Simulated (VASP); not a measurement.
# MgO (P-6m2) in VASP: notebook

The runs below take MgO through relaxation of the atoms, single point, with r2SCAN, PBE.

All numbers are computed with VASP 6.6.1; they aren't measurements. Logs are shortened: lines on timing, memory, paths and dates and some standing lists are left out, and cuts for length are marked.

## 1. The crystal as given

The structure is hexagonal, space group P-6m2 (No. 187). Conventional cell: a = 2.938 Å, b = 2.938 Å, c = 2.680 Å, α = 90.00°, β = 90.00°, γ = 120.00°. Around Mg (site symmetry -6m2) lie 6 O at 2.16 Å. O (site symmetry -6m2) has 6 Mg at 2.16 Å as nearest neighbours.

Measurements of this composition are mostly on another form, of space group No. 225.

## 2. Relaxation of the atoms, r2SCAN (atoms moved at random, drawn with an rms of 0.02 Å)

INCAR reads:

```
ALGO = Normal
EDIFF = 1E-7
EDIFFG = -0.005
ENCUT = 520
IBRION = 2
ISIF = 2
ISMEAR = 0
LASPH = T
LCHARG = F
LMIXTAU = T
LREAL = F
LWAVE = F
METAGGA = R2SCAN
NELM = 60
NSW = 60
PREC = Accurate
SIGMA = 0.05
```

KPOINTS reads:

```
k-points
0
Gamma
  10 10 10
```

POSCAR reads:

```
MgO
1.0
    2.9380209034      0.0000000000      0.0000000000
   -1.4690104517      2.5444007392      0.0000000000
    0.0000000000      0.0000000000      2.6796800000
Mg O
1 1
Direct
    0.0011050000     -0.0001300000      0.0026440000
    0.3374470000      0.6691970000      0.4945990000
```

Potentials or basis: VASP PAW PBE potentials, release 64 (Mg, O).

Started as:

```sh
$ cat potpaw_PBE.64/Mg/POTCAR potpaw_PBE.64/O/POTCAR > POTCAR
$ mpirun -np 1 vasp_std > vasp.out
```

OUTCAR:

```text
EDIFF = 1E-7
   EDIFFG = -0.005
   ENCUT = 520
   IBRION = 2
   ISIF = 2
   ISMEAR = 0
   LASPH = T
   LREAL = F
   METAGGA = R2SCAN
   NELM = 60
   NSW = 60
   PREC = Accurate

 ion  position               nearest neighbor table
   1  0.001  1.000  0.003-   2 2.14   2 2.15   2 2.15   2 2.17   2 2.18   2 2.18
   2  0.337  0.669  0.495-   1 2.14   1 2.15   1 2.15   1 2.17   1 2.18   1 2.18

  LATTYP: Found a hexagonal cell.
 ALAT       =     2.9380209034
 C/A-ratio  =     0.9120697531

  Lattice vectors:

 A1 = (   2.9380209034,   0.0000000000,   0.0000000000)
 A2 = (  -1.4690104517,   2.5444007392,   0.0000000000)
 A3 = (   0.0000000000,   0.0000000000,   2.6796800000)

Analysis of symmetry for initial positions (statically):
=====================================================================
 Subroutine PRICEL returns:
 Original cell was already a primitive cell.

 Routine SETGRP: Setting up the symmetry group for a
 hexagonal supercell.

 Subroutine GETGRP returns: Found  1 space group operations
 (whereof  1 operations were pure point group operations)
 out of a pool of 24 trial point group operations.

The static configuration has the point symmetry C_1 .

Analysis of symmetry for dynamics (positions and initial velocities):
=====================================================================
 Subroutine PRICEL returns:
 Original cell was already a primitive cell.

 Routine SETGRP: Setting up the symmetry group for a
 hexagonal supercell.

 Subroutine GETGRP returns: Found  1 space group operations
 (whereof  1 operations were pure point group operations)
 out of a pool of 24 trial point group operations.

The dynamic configuration has the point symmetry C_1 .

 Subroutine INISYM returns: Found  1 space group operations
 (whereof  1 operations are pure point group operations),
 and found     1 'primitive' translations

----------------------------------------------------------------------------------------

                                     Primitive cell

  volume of cell :      20.0320

  direct lattice vectors                    reciprocal lattice vectors
     2.938020903  0.000000000  0.000000000     0.340365175  0.196509926  0.000000000
    -1.469010452  2.544400739  0.000000000     0.000000000  0.393019851  0.000000000
     0.000000000  0.000000000  2.679680000     0.000000000  0.000000000  0.373178887

  length of vectors
     2.938020903  2.938020903  2.679680000     0.393019851  0.393019851  0.373178887

  position of ions in fractional coordinates (direct lattice)
     0.001105000  0.999870000  0.002644000
     0.337447000  0.669197000  0.494599000

  ion indices of the primitive-cell ions
   primitive index   ion index
                 1           1
                 2           2

----------------------------------------------------------------------------------------

 KPOINTS: k-points

Automatic generation of k-mesh.
 Grid dimensions read from file:
 generate k-points for:   10   10   10

 Generating k-lattice:

  Cartesian coordinates                     Fractional coordinates (reciprocal lattice)
     0.034036518  0.019650993  0.000000000     0.100000000 -0.000000000  0.000000000
     0.000000000  0.039301985  0.000000000     0.000000000  0.100000000  0.000000000
     0.000000000  0.000000000  0.037317889     0.000000000  0.000000000  0.100000000

  Length of vectors
     0.039301985  0.039301985  0.037317889

  Shift w.r.t. Gamma in fractional coordinates (k-lattice)
     0.000000000  0.000000000  0.000000000

 Subroutine IBZKPT returns following result:
 ===========================================

 Found    504 irreducible k-points:

 Following reciprocal coordinates:
            Coordinates               Weight
  0.000000  0.000000  0.000000      1.000000
  0.100000  0.000000  0.000000      2.000000
  0.000000  0.100000  0.000000      2.000000
 -0.100000  0.100000  0.000000      2.000000
  0.200000  0.000000  0.000000      2.000000
  0.000000  0.200000  0.000000      2.000000
[... 16 lines left out ...]
 -0.200000  0.300000  0.000000      2.000000
  0.100000  0.200000  0.000000      2.000000
 [... further k-points ...]
   k-points           NKPTS =    504   k-points in BZ     NKDIM =    504   number of bands    NBANDS=      8
   number of dos      NEDOS =    301   number of ions     NIONS =      2
   total plane-waves  NPLWV =  11520
   dimension x,y,z NGX =    24 NGY =   24 NGZ =   20
   dimension x,y,z NGXF=    48 NGYF=   48 NGZF=   40
   ions per type =               1   1
   NGX,Y,Z   is equivalent  to a cutoff of  13.58, 13.58, 12.41 a.u.
   NGXF,Y,Z  is equivalent  to a cutoff of  27.16, 27.16, 24.82 a.u.
 SYSTEM =  unknown system
   PREC   = accura    normal or accurate (medium, high low for compatibility)
   ISTART =      0    job   : 0-new  1-cont  2-samecut
   ICHARG =      2    charge: 1-file 2-atom 10-const
   ISPIN  =      1    spin polarized calculation?
   LNONCOLLINEAR =      F non collinear calculations
   LSORBIT =      F    spin-orbit coupling
   LASPH  =      T    aspherical Exc in radial PAW
   ENCUT  =  520.0 eV  38.22 Ry    6.18 a.u.   5.46  5.46  4.98*2*pi/ulx,y,z
   NELM   =     60;   NELMIN=  2; NELMDL= -5     # of ELM steps
   EDIFF  = 0.1E-06   stopping-criterion for ELM
   LREAL  =      F    real-space projection
   EDIFFG = -.5E-02   stopping-criterion for IOM
   NSW    =     60    number of steps for IOM
   IBRION =      2    ionic relax: 0-MD 1-quasi-New 2-CG
   NFREE  =      1    steps in history (QN), initial steepest desc. (CG)
   ISIF   =      2    stress and relaxation
   ISYM   =      2    0-nonsym 1-usesym 2-fastsym
   POTIM  = 0.5000    time-step for ionic-motion
   TEBEG  =    0.0;   TEEND  =   0.0 temperature during run
   PSTRESS=    0.0 pullay stress
   NELECT =       8.0000    total number of electrons
   NUPDOWN=      -1.0000    fix difference up-down
   EMIN   =  10.00;   EMAX   =-10.00  energy-range for DOS
   EFERMI =   0.00;   METHOD = LEGACY
   ISMEAR =     0;   SIGMA  =   0.05  broadening in eV -4-tet -1-fermi 0-gaus
   EFERMI_NEDOS =   21; number of points for ismear=-14 and -15
   IALGO  =     38    algorithm
   IMIX   =      4    mixing-type and parameters
     AMIX     =   0.40;   BMIX     =  1.00
     AMIX_MAG =   1.60;   BMIX_MAG =  1.00
  volume/ion in A,a.u.               =      10.02        67.59
  Fermi-wavevector in a.u.,A,eV,Ry     =   1.205583  2.278221 19.775115  1.453430
  Thomas-Fermi vector in A             =   2.341275
   LORBIT       =      0    0 simple, 1 ext, 2 COOP (PROOUT), +10 PAW based schemes
   METAGGA = R2SCAN    functional components
   LHFCALC =     F    Hartree Fock is set to
   AEXX    =    0.0000 exact exchange contribution
   IVDW    =     0    specifies the selected vdW correction
   LEPSILON=     F    determine dielectric tensor
   LRPA    =     F    only Hartree local field effects (RPA)
 conjugate gradient relaxation of ions
 non-spin polarized calculation
 Gauss-broadening in eV      SIGMA  =   0.05
  energy-cutoff  :      520.00
  volume of cell :       20.03
 maximum number of plane-waves:       562
 NGX is ok and might be reduce to    24
   NGX = 11   NGY = 11   NGZ =  9

--------------------------------------- Ionic step        1  -------------------------------------------

 number of electron       7.9999998 magnetization

 Free energy of the ion-electron system (eV)
  ---------------------------------------------------
  ext. energy  EPLUGINS =         0.00000000
  ---------------------------------------------------
  free energy    TOTEN  =       -15.39670625 eV

  energy without entropy =      -15.39670625  energy(sigma->0) =      -15.39670625

------------------------ aborting loop because EDIFF is reached ----------------------------------------

  FORCE on cell =-STRESS in cart. coord.  units (eV):
  Direction    XX          YY          ZZ          XY          YZ          ZX
  --------------------------------------------------------------------------------------
  -------------------------------------------------------------------------------------
  Total       -0.7351914     -0.7293301     -0.8624853     -0.0020797     -0.0032979     -0.0024277
  in kB      -58.8014032    -58.3326082    -68.9825067     -0.1663375     -0.2637669     -0.1941706
  external PRESSURE =     -62.0388394 kB  Pullay stress =       0.0000000 kB
[... 57 lines left out ...]
  energy  without entropy=      -15.3971617092  energy(sigma->0) =      -15.39716171

--------------------------------------- Ionic step        3  -------------------------------------------

 number of electron       7.9999996 magnetization

 Free energy of the ion-electron system (eV)
  ---------------------------------------------------
  ext. energy  EPLUGINS =         0.00000000
  ---------------------------------------------------
  free energy    TOTEN  =       -15.39755700 eV

  energy without entropy =      -15.39755700  energy(sigma->0) =      -15.39755700

 E-fermi :   3.2664     XC(G=0): -11.2161

 val. band max:        2.9393972492   @ k =   0.4000   0.3000   0.0000
 cond. band min:       6.7047153366   @ k =   0.0000   0.0000   0.0000
 fundamental gap:      3.7653180874
 Fermi energy:         3.2664187313

 k-point     1 :       0.0000    0.0000    0.0000
  band No.  band energies     occupation
      1     -15.4491      2.00000
      2       2.3217      2.00000
      3       2.3220      2.00000
      4       2.5357      2.00000
      5       6.7047      0.00000
      6      15.8274      0.00000
      7      19.5163      0.00000
      8      19.5167      0.00000
[... 243 lines left out ...]
 k-point    24 :       0.1000    0.2000    0.0000
  band No.  band energies     occupation
      1     -14.9333      2.00000
      2      -0.2724      2.00000
      3       1.7366      2.00000
      4       2.7282      2.00000
      5       9.3396      0.00000
      6      14.8724      0.00000
      7      17.8436      0.00000
      8      20.7810      0.00000

 [... further k-points ...]

------------------------ aborting loop because EDIFF is reached ----------------------------------------

  FORCE on cell =-STRESS in cart. coord.  units (eV):
  Direction    XX          YY          ZZ          XY          YZ          ZX
  --------------------------------------------------------------------------------------
  -------------------------------------------------------------------------------------
  Total       -0.7369678     -0.7367820     -0.8693583     -0.0001835     -0.0001017     -0.0001856
  in kB      -58.9434773    -58.9286163    -69.5322169     -0.0146804     -0.0081370     -0.0148473
  external PRESSURE =     -62.4681035 kB  Pullay stress =       0.0000000 kB
[... 17 lines left out ...]
  FREE ENERGIE OF THE ION-ELECTRON SYSTEM (eV)
  ---------------------------------------------------
  free  energy   TOTEN  =       -15.3975570046 eV

  energy  without entropy=      -15.3975570046  energy(sigma->0) =      -15.39755700

 reached required accuracy - stopping structural energy minimisation
```

Run time: 5 min. Hardware: 1 thread of Intel Xeon Platinum 8488C (Sapphire Rapids), shared host; peak memory 0.22 GiB.

Results:

| Property | Result |
| --- | --- |
| Free energy | -15.3976 eV |
| Energy gained by relaxing | 0.4 meV/atom |
| Ionic steps | 3 |
| Pressure after relaxing | -6.2 GPa |
| Band gap on the k mesh | 3.77 eV, indirect (least direct gap 4.17 eV) |

The path:
```csv
step,energy change (eV),largest force (eV/Å),pressure (GPa)
1,0.0000,0.0749,-6.20
2,-0.0005,0.0509,-6.23
3,-0.0009,0.0013,-6.25
```

Final structure:
```
Mg O
1.0
     2.93802    0.00000    0.00000
    -1.46901    2.54440    0.00000
     0.00000    0.00000    2.67968
Mg O
1 1
Direct
  0.00264 0.00122 0.99874
  0.33592 0.66785 0.49850
```

Caveat: the PAW data sets were made with another functional, which shifts forces and pressure a little. A k mesh can miss the band edges.

## 3. Single point, r2SCAN

INCAR reads:

```
SYSTEM = MgO
PREC = Accurate
ENCUT = 520
EDIFF = 1E-6
ISMEAR = -1
SIGMA = 0.05
LREAL = .False.
LASPH = .True.
NELM = 100
ALGO = Normal
ISIF = 2
LWAVE = .False.
LCHARG = .True.
METAGGA = R2SCAN
LMIXTAU = .True.
LELF = .True.
LVHAR = .True.
```

KPOINTS reads:

```
regular mesh
0
Gamma
  10 10 10
  0 0 0
```

POSCAR reads:

```
MgO
1.0
    2.9380209034      0.0000000000      0.0000000000
   -1.4690104517      2.5444007392      0.0000000000
    0.0000000000      0.0000000000      2.6796800000
Mg O
1 1
Direct
    0.0000000000      0.0000000000      0.0000000000
    0.3333333333      0.6666666667      0.5000000000
```

Potentials or basis: VASP PAW PBE potentials, release 64 (Mg, O).

Started as:

```sh
$ cat potpaw_PBE.64/Mg/POTCAR potpaw_PBE.64/O/POTCAR > POTCAR
$ mpirun -np 1 vasp_std > vasp.out
```

OUTCAR:

```text
SYSTEM = MgO
   PREC = Accurate
   ENCUT = 520
   EDIFF = 1E-6
   ISMEAR = -1
   LREAL = .False.
   LASPH = .True.
   NELM = 100
   ISIF = 2
   METAGGA = R2SCAN

 ion  position               nearest neighbor table
   1  0.000  0.000  0.000-   2 2.16   2 2.16   2 2.16   2 2.16   2 2.16   2 2.16
   2  0.333  0.667  0.500-   1 2.16   1 2.16   1 2.16   1 2.16   1 2.16   1 2.16

  LATTYP: Found a hexagonal cell.
 ALAT       =     2.9380209034
 C/A-ratio  =     0.9120697531

  Lattice vectors:

 A1 = (   2.9380209034,   0.0000000000,   0.0000000000)
 A2 = (  -1.4690104517,   2.5444007392,   0.0000000000)
 A3 = (   0.0000000000,   0.0000000000,   2.6796800000)

Analysis of symmetry for initial positions (statically):
=====================================================================
 Subroutine PRICEL returns:
 Original cell was already a primitive cell.

 Routine SETGRP: Setting up the symmetry group for a
 hexagonal supercell.

 Subroutine GETGRP returns: Found 12 space group operations
 (whereof 12 operations were pure point group operations)
 out of a pool of 24 trial point group operations.

The static configuration has the point symmetry D_3h.

[... 166 lines left out ...]
 Fermi energy:         3.9702631459

 k-point     1 :       0.0000    0.0000    0.0000
  band No.  band energies     occupation
      1     -15.4490      2.00000
      2       2.3219      2.00000
      3       2.3219      2.00000
      4       2.5358      2.00000
      5       6.7048      0.00000
      6      15.8274      0.00000
      7      19.5165      0.00000
      8      19.5165      0.00000
[... 243 lines left out ...]
 k-point    24 :       0.4000    0.1000    0.1000
  band No.  band energies     occupation
      1     -14.3844      2.00000
      2      -1.6405      2.00000
      3       1.2949      2.00000
      4       2.4512      2.00000
      5      10.8464      0.00000
      6      14.4345      0.00000
      7      17.4659      0.00000
      8      21.3528      0.00000

 [... further k-points ...]

------------------------ aborting loop because EDIFF is reached ----------------------------------------

  FORCE on cell =-STRESS in cart. coord.  units (eV):
  Direction    XX          YY          ZZ          XY          YZ          ZX
  --------------------------------------------------------------------------------------
  -------------------------------------------------------------------------------------
  Total       -0.7369170     -0.7369170     -0.8695542     -0.0000000      0.0000000      0.0000000
  in kB      -58.9394120    -58.9394120    -69.5478854     -0.0000000      0.0000000      0.0000000
  external PRESSURE =     -62.4755698 kB  Pullay stress =       0.0000000 kB

 VOLUME and BASIS-vectors are now :
 -----------------------------------------------------------------------------
  energy-cutoff  :      520.00
  volume of cell :       20.03
      direct lattice vectors                 reciprocal lattice vectors
     2.938020903  0.000000000  0.000000000     0.340365175  0.196509926  0.000000000
    -1.469010452  2.544400739  0.000000000     0.000000000  0.393019851  0.000000000
     0.000000000  0.000000000  2.679680000     0.000000000  0.000000000  0.373178887

 POSITION                                       TOTAL-FORCE (eV/Angst)
 -----------------------------------------------------------------------------------
      0.00000      0.00000      0.00000         0.000000     -0.000000      0.000000
     -0.00000      1.69627      1.33984        -0.000000      0.000000      0.000000
 -----------------------------------------------------------------------------------
    total drift:                                0.000000     -0.000000     -0.000000

  FREE ENERGIE OF THE ION-ELECTRON SYSTEM (eV)
  ---------------------------------------------------
  free  energy   TOTEN  =       -15.3975680135 eV

  energy  without entropy=      -15.3975680134  energy(sigma->0) =      -15.39756801
```

OSZICAR:

```text
N       E                     dE             d eps       ncg     rms          rms(c)
DAV:   1     0.764517444092E+01    0.76452E+01   -0.50382E+03  1632   0.914E+02
DAV:   2    -0.189357240370E+02   -0.26581E+02   -0.25532E+02  1528   0.144E+02
DAV:   3    -0.193798766797E+02   -0.44415E+00   -0.44415E+00  2072   0.209E+01
[... 13 lines left out ...]
DAV:  17    -0.153975609790E+02    0.60291E-05   -0.29276E-07  1064   0.643E-03    0.405E-03
DAV:  18    -0.153975684933E+02   -0.75143E-05   -0.32872E-07   904   0.694E-03    0.162E-03
DAV:  19    -0.153975669184E+02    0.15750E-05   -0.18820E-07   728   0.417E-03    0.106E-04
DAV:  20    -0.153975681675E+02   -0.12492E-05   -0.10127E-08   744   0.133E-03    0.158E-04
DAV:  21    -0.153975680135E+02    0.15404E-06   -0.12111E-08   720   0.131E-03
   1 F= -.15397568E+02 E0= -.15397568E+02  d E =-.670231E-10
```

Run time: 36 s. Hardware: 1 thread of Intel Xeon Platinum 8488C (Sapphire Rapids), shared host; peak memory 0.14 GiB.

What came out:

- Free energy: -15.3976 eV
- Pressure: -6.2 GPa
- Band gap on the k mesh: 3.77 eV, indirect (least direct gap 4.17 eV)

Caveat: the PAW data sets were made with another functional, which shifts forces and pressure a little. r2SCAN opens gaps a little over a GGA but as a rule still falls short of measured ones.

(Part 1 of 2 ends here.)
